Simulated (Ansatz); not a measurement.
## IrO2: reading a single point

```
CELL_PARAMETERS angstrom
4.48205 0.00000 0.00000
0.00000 4.48205 0.00000
0.00000 0.00000 3.13414
ATOMIC_POSITIONS crystal
Ir 0.00000 0.00000 0.00000
Ir 0.50000 0.50000 0.50000
O 0.31100 0.31100 0.00000
O 0.18900 0.81100 0.50000
O 0.68900 0.68900 0.00000
O 0.81100 0.18900 0.50000
```

The numbers come from plane-wave PAW DFT (Ansatz): PBE, no spin polarisation, 420 eV, 8×8×11 Γ-centred k points, fermi-dirac occupations (width 0.1 eV). Nothing was relaxed.

**Forces.** The largest is on O4 (and as large on other atoms): 0.67 eV/Å, components (0.48, -0.48, 0.00). It makes 0° with the line to a nearest neighbour, Ir2 at 1.97 Å, pointing towards it.
**Stress.** The pressure is 11.6 GPa (compression positive), so with the atoms held at these fractions the cell would first expand. The principal stresses 8.4, 8.4, 17.9 GPa differ, so its shape would change too.
**Contacts.** Ir–O at 1.97 Å: least valence density 0.92 e/Å³ and ELF 0.24 there. Both are smooth PAW fields, read partly inside the augmentation spheres.
**Electronic structure.** It is a metal, with about 3 states/eV a cell as the mean within 0.25 eV of the Fermi level, mostly Ir d (56 %) and O p (42 %).
**Charges.** Bader charges in e: Ir +1.78, O -0.89. In the mean Ir gives up most and O takes most.
**Formation energy.** -0.78 eV an atom against the elements' usual phases (free molecules for gases, crystals otherwise, with no correction for O₂ or N₂), so it is bound against them; other compounds may still compete. Relaxing would lower it.

Origin: a database entry at a rescaled volume. Caveats: many states at the Fermi level without spin polarisation, so a magnetic state may lie lower; correlation that this level lacks may open a gap in such a compound; atoms or cell far from equilibrium.
